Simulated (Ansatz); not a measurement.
# SiO2: the cost of one run

Computed with Ansatz 0.2.0 (DFT PBE+D3(BJ), scalar-relativistic, plane waves, PAW, unless a step's input says otherwise).

**1. The starting structure**

It takes space group Amm2 (No. 38, orthorhombic). The conventional cell has a = 21.000 Å, b = 2.789 Å, c = 4.565 Å, α = 90.00°, β = 90.00°, γ = 90.00°. Si (site symmetry m) is surrounded by 6 O at 1.75 to 1.94 Å. O (site symmetry m) has 3 Si at 1.75 to 1.94 Å as nearest neighbours.

Coordinates:

```xyz
6
Lattice="2.6749 0.0000 0.0000 -1.2206 2.3802 0.0000 0.0000 0.0000 21.0000" Properties=species:S:1:pos:R:3 pbc="T T F"
Si    0.7272    1.1901    8.1696
Si    0.7272    1.1901   12.8304
O    -0.4825    1.9292    9.1950
O     1.9369    0.4510    7.1442
O     1.9369    0.4510   13.8558
O    -0.4825    1.9292   11.8050
```

Recipe of the guess: sheets of the MnO2 type as a bilayer. Lengths come from tabulated atomic sizes and are only a guess.

It is a sheet, periodic along a and b, with vacuum along c; volumes and pressures of the box carry no meaning, and space groups named for it are those of the box.

**2. The guess as it stands, on a coarse mesh**

input.yaml

```yaml
crystal:
  lattice:
    - [2.6749108, 0.0, 0.0]
    - [-1.22058301, 2.38019452, 0.0]
    - [0.0, 0.0, 21.0]
  atoms:
    - { symbol: Si, position: [0.5, 0.5, 0.38902883] }
    - { symbol: Si, position: [0.5, 0.5, 0.61097117] }
    - { symbol: O, position: [0.18946059, 0.81053941, 0.43785714] }
    - { symbol: O, position: [0.81053941, 0.18946059, 0.34020051] }
    - { symbol: O, position: [0.81053941, 0.18946059, 0.65979949] }
    - { symbol: O, position: [0.18946059, 0.81053941, 0.56214286] }
  periodic: [true, true, false]
basis:
  ecutwfc: 420
kpoints:
  mp_grid: { grid: [8, 8, 1] }
hamiltonian:
  xc: pbe
  dispersion: d3bj
scf:
  occupations: { method: gaussian, width: 0.1 }
  lower_state_search: "off"
output:
  forces: true
  stress: true
  eigenvalues: true
```

Started as:

```console
$ ansatz run input.yaml --threads 1 --pin off --max-ram 2560MiB --backend cpu --events-out ev --progress --plain --runs-dir out
```

**Question.** How long does this run take on 1 thread of Intel Xeon 6975P-C (Granite Rapids), shared host, and how much memory does it need?

About 5.5 s, with a peak of 0.45 GiB.
